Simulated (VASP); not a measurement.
## VASP 6.6.1 run: C

INCAR

```
PREC = Accurate
LASPH = .TRUE.
LCHARG = .FALSE.
ISIF = 2
EDIFF = 1E-7
NBANDS = 11
ISMEAR = -1
LREAL = .FALSE.
GGA = PE
NELM = 81
LWAVE = .FALSE.
ENCUT = 520
IBRION = -1
NSW = 0
SIGMA = 0.02
```

KPOINTS

```
KPOINTS created by Atomic Simulation Environment
0
Gamma
6 6 6
0 0 0
```

POSCAR

```
C
 1.0000000000000000
     0.0000000000000000    1.8513291082000001    1.7651985347000001
     1.8513291082000001    0.0000000000000000    1.7651985347000001
     1.8513291082000001    1.8513291082000001    0.0000000000000000
 C
   2
Cartesian
  0.0000000000000000  0.0000000000000000  0.0000000000000000
  0.9256645541000000  0.9256645541000000  0.8825992673500000
```

The recommended PBE PAW datasets give the neutral cell 8 valence electrons.

Command

```
mpirun -np 1 vasp_std
```

How does this run end, and what does it give?

It converged. Results: gap between bands v and c on the k mesh 2.88 eV; least direct gap on the k mesh 4.62 eV; pressure -22.8 GPa. Band v is the last that the valence electrons fill when counted band by band, and c is the next.

OSZICAR

```
N       E                     dE             d eps       ncg     rms          rms(c)
DAV:   1     0.927103265439E+00    0.92710E+00   -0.50406E+03   660   0.726E+02
DAV:   2    -0.181612063787E+02   -0.19088E+02   -0.18377E+02   868   0.119E+02
DAV:   3    -0.185969719456E+02   -0.43577E+00   -0.43490E+00   764   0.141E+01
DAV:   4    -0.185977787543E+02   -0.80681E-03   -0.80679E-03   714   0.758E-01
DAV:   5    -0.185977798593E+02   -0.11049E-05   -0.11049E-05   741   0.261E-02    0.510E+00
DAV:   6    -0.182077716571E+02    0.39001E+00   -0.20341E-01   669   0.313E+00    0.305E+00
DAV:   7    -0.180762393803E+02    0.13153E+00   -0.25508E-01   696   0.355E+00    0.656E-01
DAV:   8    -0.180778842487E+02   -0.16449E-02   -0.73442E-03   681   0.628E-01    0.418E-02
DAV:   9    -0.180779310150E+02   -0.46766E-04   -0.65148E-05   772   0.647E-02    0.231E-02
DAV:  10    -0.180779504278E+02   -0.19413E-04   -0.15926E-05   681   0.341E-02    0.509E-03
DAV:  11    -0.180779504831E+02   -0.55268E-07   -0.26152E-07   799   0.448E-03
   1 F= -.18077950E+02 E0= -.18077950E+02  d E =-.310273E-12
```

For comparison, a separate PBE run of the intended cell, on usual settings and not on those above, gives a gap of 2.88 eV on its mesh and a pressure of -22.9 GPa.
